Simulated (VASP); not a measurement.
Input of a VASP 6.6.1 run:

Contents of INCAR:

```
PREC = Accurate
ENCUT = 600
EDIFF = 1E-7
ISMEAR = 0
SIGMA = 0.1
LREAL = F
LASPH = T
NELM = 100
ALGO = Fast
ISIF = 3
LWAVE = F
LCHARG = F
GGA = PS
IBRION = 2
NSW = 70
EDIFFG = -0.005
```

The input KPOINTS:

```
Automatic mesh
0
Gamma
  18 18 14
```

The input POSCAR:

```
WC
1.0
    2.9216789202      0.0000000000      0.0000000000
   -1.4608394601      2.5302481666      0.0000000000
    0.0000000000      0.0000000000      2.8470525734
W C
1 1
Direct
    0.0000000000      0.0000000000      0.0000000000
    0.6666666667      0.3333333333      0.5000000000
```

Potentials or basis: VASP PAW PBE potentials, release 64 (W_sv, C).

The run is started by

```bash
$ cat potpaw_PBE.64/W_sv/POTCAR potpaw_PBE.64/C/POTCAR > POTCAR
$ mpirun -np 1 vasp_std > vasp.out
```

Task: Predict the relaxed cell.

Result: a = 2.901 Å, b = 2.901 Å, c = 2.831 Å, α = 90.00°, β = 90.00°, γ = 120.00°.

Task: What does it give for the relaxed volume?

Result: 10.32 Å³/atom.

Task: Estimate the band gap on the k mesh.

Result: None (metal or under the smearing width).

Task: Estimate the space group after relaxing (to 0.05 Å).

Result: P-6m2 (No. 187).

Final structure:
```yaml
crystal:
  lattice:
    - [2.90098, 0.00000, 0.00000]
    - [-1.45049, 2.51232, 0.00000]
    - [0.00000, 0.00000, 2.83086]
  atoms:
    - { symbol: W, position: [0.00000, 0.00000, 0.00000] }
    - { symbol: C, position: [0.66667, 0.33333, 0.50000] }
```

Caveat: the PAW data sets were made with another functional, which shifts forces and pressure a little. Spin-orbit coupling is left out, which matters for the levels of W.
